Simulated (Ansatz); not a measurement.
Input and command of a plane-wave DFT calculation in Ansatz:

```yaml
crystal:
  lattice:
    - [-2.3002311354, 2.3002311354, 1.3492043707]
    - [2.3002311354, -2.3002311354, 1.3492043707]
    - [2.3002311354, 2.3002311354, -1.3492043707]
  atoms:
    - { symbol: Si, position: [0.25, 0.75, 0.5] }
    - { symbol: Si, position: [0.5, 0.5, 0.0] }
basis:
  ecutwfc: 420
kpoints:
  mp_grid: { grid: [20, 20, 20] }
hamiltonian:
  xc: pbe
scf:
  occupations: { method: gaussian, width: 0.15 }
output:
  forces: true
  stress: true
  eigenvalues: true
```

```bash
ansatz run input.yaml --threads 1 --pin off --max-ram 2560MiB --backend cpu --events-out ev --progress --plain --runs-dir out
```

Processor: AMD EPYC (Zen 3), 1 thread, on a host shared with other jobs.

Estimate time, memory and problem size.

About 21 s on 1 thread of AMD EPYC (Zen 3), with other jobs on the host, peak memory 0.45 GiB. It solves 8 bands at 641 k points (the mesh reduced by the symmetry that the task leaves, which can be less than the crystal's) with about 557 plane waves, in 6 SCF iterations.
